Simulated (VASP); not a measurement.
# W (Im-3m) in VASP: a series of runs

The runs below take W through single point, with LDA+U.

Program: VASP 6.6.1. These are calculated values, not measurements. Logs are shortened: lines on timing, memory, paths and dates and some standing lists are left out, and cuts for length are marked.

## (1) The structure

The structure is cubic, space group Im-3m (No. 229). Conventional cell: a = 3.165 Å, b = 3.165 Å, c = 3.165 Å, α = 90.00°, β = 90.00°, γ = 90.00°. Around W (site symmetry m-3m) lie 8 W at 2.74 Å.

## (2) Single point, LDA+U

INCAR reads:

```
SYSTEM = W
  ALGO = Fast
  EDIFF = 1E-7
  ENCUT = 520
  ISIF = 2
  ISMEAR = -1
  LASPH = .True.
  LCHARG = .False.
  LDAU = .True.
  LDAUJ = 0
  LDAUL = 2
  LDAUPRINT = 1
  LDAUTYPE = 2
  LDAUU = 5
  LMAXMIX = 4
  LREAL = .False.
  LWAVE = .False.
  NBANDS = 13
  NELM = 80
  PREC = Accurate
  SIGMA = 0.05
```

KPOINTS reads:

```
k-points
0
Gamma
  12 12 12
  0 0 0
```

POSCAR reads:

```
W
1.0
   -1.5823450000      1.5823450000      1.5823450000
    1.5823450000     -1.5823450000      1.5823450000
    1.5823450000      1.5823450000     -1.5823450000
W
1
Direct
    0.0000000000      0.0000000000      0.0000000000
```

Potentials or basis: VASP PAW LDA potentials, release 64 (W_sv).

The run is started by

```sh
$ cat potpaw_LDA.64/W_sv/POTCAR > POTCAR
$ mpirun -np 1 vasp_std > vasp.out
```

OUTCAR:

```text
SYSTEM = W
   EDIFF = 1E-7
   ENCUT = 520
   ISIF = 2
   ISMEAR = -1
   LASPH = .True.
   LREAL = .False.
   NELM = 80
   PREC = Accurate

 ion  position               nearest neighbor table
   1  0.000  0.000  0.000-

  LATTYP: Found a body centered cubic cell.
 ALAT       =     3.1646900000

  Lattice vectors:

 A1 = (  -1.5823450000,   1.5823450000,   1.5823450000)
 A2 = (   1.5823450000,  -1.5823450000,   1.5823450000)
 A3 = (   1.5823450000,   1.5823450000,  -1.5823450000)

Analysis of symmetry for initial positions (statically):
=====================================================================
 Subroutine PRICEL returns:
 Original cell was already a primitive cell.

 Routine SETGRP: Setting up the symmetry group for a
 body centered cubic supercell.

 Subroutine GETGRP returns: Found 48 space group operations
 (whereof 48 operations were pure point group operations)
 out of a pool of 48 trial point group operations.

The static configuration has the point symmetry O_h .

Analysis of symmetry for dynamics (positions and initial velocities):
=====================================================================
 Subroutine PRICEL returns:
 Original cell was already a primitive cell.

 Routine SETGRP: Setting up the symmetry group for a
 body centered cubic supercell.

 Subroutine GETGRP returns: Found 48 space group operations
 (whereof 48 operations were pure point group operations)
 out of a pool of 48 trial point group operations.

The dynamic configuration has the point symmetry O_h .

 Subroutine INISYM returns: Found 48 space group operations
 (whereof 48 operations are pure point group operations),
 and found     1 'primitive' translations

----------------------------------------------------------------------------------------

                                     Primitive cell

  volume of cell :      15.8476

  direct lattice vectors                    reciprocal lattice vectors
    -1.582345000  1.582345000  1.582345000     0.000000000  0.315986716  0.315986716
     1.582345000 -1.582345000  1.582345000     0.315986716  0.000000000  0.315986716
     1.582345000  1.582345000 -1.582345000     0.315986716  0.315986716  0.000000000

  length of vectors
     2.740701935  2.740701935  2.740701935     0.446872699  0.446872699  0.446872699

  position of ions in fractional coordinates (direct lattice)
     0.000000000  0.000000000  0.000000000

  ion indices of the primitive-cell ions
   primitive index   ion index
                 1           1

----------------------------------------------------------------------------------------

 KPOINTS: k-points

Automatic generation of k-mesh.
 Grid dimensions read from file:
 generate k-points for:   12   12   12

 Generating k-lattice:

  Cartesian coordinates                     Fractional coordinates (reciprocal lattice)
     0.000000000  0.026332226  0.026332226     0.083333333  0.000000000  0.000000000
     0.026332226  0.000000000  0.026332226     0.000000000  0.083333333  0.000000000
     0.026332226  0.026332226  0.000000000     0.000000000  0.000000000  0.083333333

  Length of vectors
     0.037239392  0.037239392  0.037239392

  Shift w.r.t. Gamma in fractional coordinates (k-lattice)
     0.000000000  0.000000000  0.000000000

 Subroutine IBZKPT returns following result:
 ===========================================

 Found     72 irreducible k-points:

 Following reciprocal coordinates:
            Coordinates               Weight
  0.000000  0.000000  0.000000      1.000000
  0.083333  0.000000  0.000000     12.000000
  0.166667  0.000000  0.000000     12.000000
  0.250000  0.000000  0.000000     12.000000
  0.333333  0.000000  0.000000     12.000000
  0.416667  0.000000  0.000000     12.000000
[... 16 lines left out ...]
  0.333333  0.083333  0.083333     24.000000
  0.416667  0.083333  0.083333     12.000000
 [... further k-points ...]
   k-points           NKPTS =     72   k-points in BZ     NKDIM =     72   number of bands    NBANDS=     13
   number of dos      NEDOS =    301   number of ions     NIONS =      1
   total plane-waves  NPLWV =   8000
   dimension x,y,z NGX =    20 NGY =   20 NGZ =   20
   dimension x,y,z NGXF=    40 NGYF=   40 NGZF=   40
   ions per type =               1
   NGX,Y,Z   is equivalent  to a cutoff of  12.13, 12.13, 12.13 a.u.
   NGXF,Y,Z  is equivalent  to a cutoff of  24.26, 24.26, 24.26 a.u.
 SYSTEM =  W
   PREC   = accura    normal or accurate (medium, high low for compatibility)
   ISTART =      0    job   : 0-new  1-cont  2-samecut
   ICHARG =      2    charge: 1-file 2-atom 10-const
   ISPIN  =      1    spin polarized calculation?
   LNONCOLLINEAR =      F non collinear calculations
   LSORBIT =      F    spin-orbit coupling
   LASPH  =      T    aspherical Exc in radial PAW
   ENCUT  =  520.0 eV  38.22 Ry    6.18 a.u.   5.10  5.10  5.10*2*pi/ulx,y,z
   NELM   =     80;   NELMIN=  2; NELMDL= -5     # of ELM steps
   EDIFF  = 0.1E-06   stopping-criterion for ELM
   LREAL  =      F    real-space projection
   EDIFFG = 0.1E-05   stopping-criterion for IOM
   NSW    =      0    number of steps for IOM
   IBRION =     -1    ionic relax: 0-MD 1-quasi-New 2-CG
   NFREE  =      0    steps in history (QN), initial steepest desc. (CG)
   ISIF   =      2    stress and relaxation
   ISYM   =      2    0-nonsym 1-usesym 2-fastsym
   POTIM  = 0.5000    time-step for ionic-motion
   TEBEG  =    0.0;   TEEND  =   0.0 temperature during run
   PSTRESS=    0.0 pullay stress
   NELECT =      14.0000    total number of electrons
   NUPDOWN=      -1.0000    fix difference up-down
   EMIN   =  10.00;   EMAX   =-10.00  energy-range for DOS
   EFERMI =   0.00;   METHOD = LEGACY
   ISMEAR =    -1;   SIGMA  =   0.05  broadening in eV -4-tet -1-fermi 0-gaus
   EFERMI_NEDOS =   21; number of points for ismear=-14 and -15
   IALGO  =     68    algorithm
   IMIX   =      4    mixing-type and parameters
     AMIX     =   0.40;   BMIX     =  1.00
     AMIX_MAG =   1.60;   BMIX_MAG =  1.00
  volume/ion in A,a.u.               =      15.85       106.94
  Fermi-wavevector in a.u.,A,eV,Ry     =   1.570832  2.968442 33.572544  2.467512
  Thomas-Fermi vector in A             =   2.672506
   LORBIT       =      0    0 simple, 1 ext, 2 COOP (PROOUT), +10 PAW based schemes
 LDA+U is selected, type is set to LDAUTYPE =  2
   angular momentum for each species LDAUL =     2
   U (eV)           for each species LDAUU =   5.0
   J (eV)           for each species LDAUJ =   0.0
   GGA     = CA    functional components
   LHFCALC =     F    Hartree Fock is set to
   AEXX    =    0.0000 exact exchange contribution
   IVDW    =     0    specifies the selected vdW correction
   LEPSILON=     F    determine dielectric tensor
   LRPA    =     F    only Hartree local field effects (RPA)
 non-spin polarized calculation
 RMM-DIIS sequential band-by-band and
  energy-cutoff  :      520.00
  volume of cell :       15.85
 maximum number of plane-waves:       438
   NGX = 11   NGY = 11   NGZ = 11

atom =   1  type =  1  l = 2

 onsite density matrix

spin component  1

  0.4044  0.0000 -0.0000  0.0000  0.0000
  0.0000  0.4044 -0.0000 -0.0000 -0.0000
 -0.0000 -0.0000  0.2232  0.0000 -0.0000
  0.0000 -0.0000  0.0000  0.4044 -0.0000
  0.0000 -0.0000 -0.0000 -0.0000  0.2232

spin component  2

  0.4044  0.0000 -0.0000  0.0000  0.0000
  0.0000  0.4044 -0.0000 -0.0000 -0.0000
 -0.0000 -0.0000  0.2232  0.0000 -0.0000
  0.0000 -0.0000  0.0000  0.4044 -0.0000
  0.0000 -0.0000 -0.0000 -0.0000  0.2232

 occupancies and eigenvectors

  o =  0.2232  v =  0.0000 -0.0000  0.0438 -0.0000  0.9990  0.0000  0.0000  0.0000  0.0000  0.0000      0.0000  0.0000  0.0000  0.0000  0.0000  0.0000  0.0000  0.0000  0.0000  0.0000
  o =  0.2232  v =  0.0000  0.0000  0.0000  0.0000  0.0000  0.0000 -0.0000  0.0438 -0.0000  0.9990      0.0000  0.0000  0.0000  0.0000  0.0000  0.0000  0.0000  0.0000  0.0000  0.0000
  o =  0.2232  v =  0.0000 -0.0000  0.9990 -0.0000 -0.0438  0.0000  0.0000  0.0000  0.0000  0.0000      0.0000  0.0000  0.0000  0.0000  0.0000  0.0000  0.0000  0.0000  0.0000  0.0000
  o =  0.2232  v =  0.0000  0.0000  0.0000  0.0000  0.0000  0.0000 -0.0000  0.9990 -0.0000 -0.0438      0.0000  0.0000  0.0000  0.0000  0.0000  0.0000  0.0000  0.0000  0.0000  0.0000
  o =  0.4044  v =  0.0000  0.0000  0.0000  0.0000  0.0000  0.0000  0.9996  0.0000 -0.0289 -0.0000      0.0000  0.0000  0.0000  0.0000  0.0000  0.0000  0.0000  0.0000  0.0000  0.0000
  o =  0.4044  v =  0.0000  0.9996  0.0000 -0.0289 -0.0000  0.0000  0.0000  0.0000  0.0000  0.0000      0.0000  0.0000  0.0000  0.0000  0.0000  0.0000  0.0000  0.0000  0.0000  0.0000
  o =  0.4044  v =  1.0000  0.0000  0.0000  0.0000  0.0000  0.0000  0.0000  0.0000  0.0000  0.0000      0.0000  0.0000  0.0000  0.0000  0.0000  0.0000  0.0000  0.0000  0.0000  0.0000
  o =  0.4044  v =  0.0000  0.0000  0.0000  0.0000  0.0000  1.0000  0.0000  0.0000  0.0000  0.0000      0.0000  0.0000  0.0000  0.0000  0.0000  0.0000  0.0000  0.0000  0.0000  0.0000
  o =  0.4044  v =  0.0000  0.0000  0.0000  0.0000  0.0000  0.0000 -0.0289 -0.0000 -0.9996  0.0000      0.0000  0.0000  0.0000  0.0000  0.0000  0.0000  0.0000  0.0000  0.0000  0.0000
  o =  0.4044  v =  0.0000 -0.0289 -0.0000 -0.9996  0.0000  0.0000  0.0000  0.0000  0.0000  0.0000      0.0000  0.0000  0.0000  0.0000  0.0000  0.0000  0.0000  0.0000  0.0000  0.0000

 number of electron      14.0000004 magnetization

 Free energy of the ion-electron system (eV)
  ---------------------------------------------------
  ext. energy  EPLUGINS =         0.00000000
  ---------------------------------------------------
  free energy    TOTEN  =        -8.65847165 eV

  energy without entropy =       -8.65452840  energy(sigma->0) =       -8.65650003

 E-fermi :  11.5682     XC(G=0): -13.8523

 val. band max:       11.4725272140   @ k =  -0.1667   0.1667   0.1667
 cond. band min:      11.5703483439   @ k =  -0.1667   0.1667   0.0833
 fundamental gap:      0.0978211299
 Fermi energy:        11.5681908512

 k-point     1 :       0.0000    0.0000    0.0000
  band No.  band energies     occupation
      1     -62.6020      2.00000
      2     -26.3946      2.00000
      3     -26.3946      2.00000
      4     -26.3946      2.00000
      5       1.7846      2.00000
      6      10.4237      2.00000
      7      10.4237      2.00000
      8      10.4237      2.00000
      9      14.6117      0.00000
     10      14.6117      0.00000
     11      25.9200      0.00000
     12      25.9200      0.00000
     13      25.9200      0.00000

 k-point     2 :       0.0833    0.0000    0.0000
  band No.  band energies     occupation
      1     -62.5929      2.00000
      2     -26.4885      2.00000
      3     -26.4239      2.00000
      4     -26.3951      2.00000
      5       2.1194      2.00000
      6      10.2216      2.00000
      7      10.3715      2.00000
      8      10.7447      2.00000
      9      14.2815      0.00000
     10      14.6101      0.00000
     11      26.2156      0.00000
     12      26.4915      0.00000
     13      26.7716      0.00000

 k-point     3 :       0.1667    0.0000    0.0000
  band No.  band energies     occupation
      1     -62.5679      2.00000
      2     -26.7395      2.00000
      3     -26.5033      2.00000
      4     -26.3964      2.00000
      5       3.0386      2.00000
      6       9.7148      2.00000
      7      10.1462      2.00000
      8      11.6847      0.17722
      9      13.8101      0.00000
     10      14.6449      0.00000
     11      26.7402      0.00000
     12      28.0988      0.00000
     13      28.4484      0.00000
[... 305 lines left out ...]
 k-point    23 :       0.3333    0.0833    0.0833
  band No.  band energies     occupation
      1     -62.4704      2.00000
      2     -27.5527      2.00000
      3     -26.8350      2.00000
      4     -26.4866      2.00000
      5       6.0808      2.00000
      6       8.1383      2.00000
      7      10.4884      2.00000
      8      14.5647      0.00000
      9      15.4632      0.00000
     10      18.2208      0.00000
     11      22.5143      0.00000
     12      24.1389      0.00000
     13      28.0858      0.00000

 k-point    24 :       0.4167    0.0833    0.0833
  band No.  band energies     occupation
      1     -62.4622      2.00000
      2     -27.6079      2.00000
      3     -26.8770      2.00000
      4     -26.4891      2.00000
      5       6.0815      2.00000
      6       8.0363      2.00000
      7      11.2483      1.99668
      8      14.6064      0.00000
      9      15.6007      0.00000
     10      19.0492      0.00000
     11      21.3641      0.00000
     12      23.6442      0.00000
     13      27.5478      0.00000

 [... further k-points ...]

------------------------ aborting loop because EDIFF is reached ----------------------------------------

  FORCE on cell =-STRESS in cart. coord.  units (eV):
  Direction    XX          YY          ZZ          XY          YZ          ZX
  --------------------------------------------------------------------------------------
  -------------------------------------------------------------------------------------
  Total        0.7598365      0.7598365      0.7598365      0.0000000     -0.0000000      0.0000000
  in kB       76.8187404     76.8187404     76.8187404      0.0000000     -0.0000000      0.0000000
  external PRESSURE =      76.8187404 kB  Pullay stress =       0.0000000 kB

 VOLUME and BASIS-vectors are now :
 -----------------------------------------------------------------------------
  energy-cutoff  :      520.00
  volume of cell :       15.85
      direct lattice vectors                 reciprocal lattice vectors
    -1.582345000  1.582345000  1.582345000     0.000000000  0.315986716  0.315986716
     1.582345000 -1.582345000  1.582345000     0.315986716  0.000000000  0.315986716
     1.582345000  1.582345000 -1.582345000     0.315986716  0.315986716  0.000000000

 POSITION                                       TOTAL-FORCE (eV/Angst)
 -----------------------------------------------------------------------------------
      0.00000      0.00000      0.00000        -0.000000      0.000000      0.000000
 -----------------------------------------------------------------------------------
    total drift:                                0.000000      0.000000      0.000000

  FREE ENERGIE OF THE ION-ELECTRON SYSTEM (eV)
  ---------------------------------------------------
  free  energy   TOTEN  =        -8.6584716539 eV

  energy  without entropy=       -8.6545283992  energy(sigma->0) =       -8.65650003
```

Wall time 9 s (1 thread of Intel Xeon Platinum 8488C (Sapphire Rapids), shared host); peak memory 0.12 GiB.

What came out:

```yaml
Free_energy: -8.6585 eV
Pressure: 7.7 GPa
Band_gap_on_the_k_mesh: none (metal or under the smearing width)
```

Eigenvalues of the final occupation matrices:
| site | spin | trace | eigenvalues |
| --- | --- | --- | --- |
| site 1 d | 1 | 1.66 | 0.22 0.22 0.40 0.40 0.40 |
| site 1 d | 2 | 1.66 | 0.22 0.22 0.40 0.40 0.40 |

Caveat: U without spin polarisation on a metal has little footing; the U is typed as a test and isn't derived for this compound.

## (3) Single point, LDA+U

INCAR: that of step 2 with these lines changed.

```diff
@@ -13,3 +13,3 @@
   LDAUTYPE = 2
-  LDAUU = 5
+  LDAUU = 6
   LMAXMIX = 4
```

KPOINTS is that of step 2.

POSCAR is that of step 2.

Potentials or basis: VASP PAW LDA potentials, release 64 (W_sv).

The run is started by

```sh
$ cat potpaw_LDA.64/W_sv/POTCAR > POTCAR
$ mpirun -np 1 vasp_std > vasp.out
```

It took 8.8 s on 1 thread of Intel Xeon Platinum 8488C (Sapphire Rapids), shared host; peak memory 0.12 GiB.

It converged, with:

```yaml
Free_energy: -7.5937 eV
Pressure: 11.1 GPa
Band_gap_on_the_k_mesh: none (metal or under the smearing width)
```

Levels at points of the mesh, in eV from the Fermi level:
```
           k point  band 4  band 5  band 6  band 7  band 8  band 9  band 10  band 11
(0.00, 0.00, 0.00)  -38.07   -9.86   -1.16   -1.16   -1.16    3.23     3.23    14.28
(0.50, 0.00, 0.00)  -38.08   -6.13   -3.50    0.51    2.90    4.20     6.23    10.98
(0.50, 0.50, 0.50)  -38.98   -5.05   -5.05    5.24    5.24    5.24     8.03     8.03
```

Eigenvalues of the final occupation matrices:
| site | spin | trace | eigenvalues |
| --- | --- | --- | --- |
| site 1 d | 1 | 1.65 | 0.21 0.21 0.41 0.41 0.41 |
| site 1 d | 2 | 1.65 | 0.21 0.21 0.41 0.41 0.41 |

Caveat: U without spin polarisation on a metal has little footing; the U is typed as a test and isn't derived for this compound. Spin-orbit coupling is left out, which matters for the levels of W.

## (4) For comparison

An earlier run on the cell as given: functional PBE; potentials or basis VASP PAW PBE potentials, release 64 (W_sv); cutoff 520 eV; k mesh 12 × 12 × 12; occupations fermi-dirac, width 0.05 eV; no spin polarisation.

- Pressure: 6.4 GPa
- Band gap on the k mesh: none (metal or under the smearing width)

## (5) Overview

| level | potentials or basis | U | gap on the mesh (eV) | pressure (GPa) |
| --- | --- | --- | --- | --- |
| LDA+U | VASP PAW LDA potentials, release 64 (W_sv) | W d U = 5 eV | none | 7.7 |
| LDA+U | VASP PAW LDA potentials, release 64 (W_sv) | W d U = 6 eV | none | 11.1 |
| PBE | VASP PAW PBE potentials, release 64 (W_sv) | - | none | 6.4 |

Alike in all rows: task single point; no spin polarisation; cell as given; k mesh 12 × 12 × 12; cutoff (eV) 520; smearing fermi-dirac 0.05 eV.

Caveats: U without spin polarisation on a metal has little footing (some runs); the U is typed as a test and isn't derived for this compound (some runs).

Absolute energies hang on the potentials; compare differences alone.
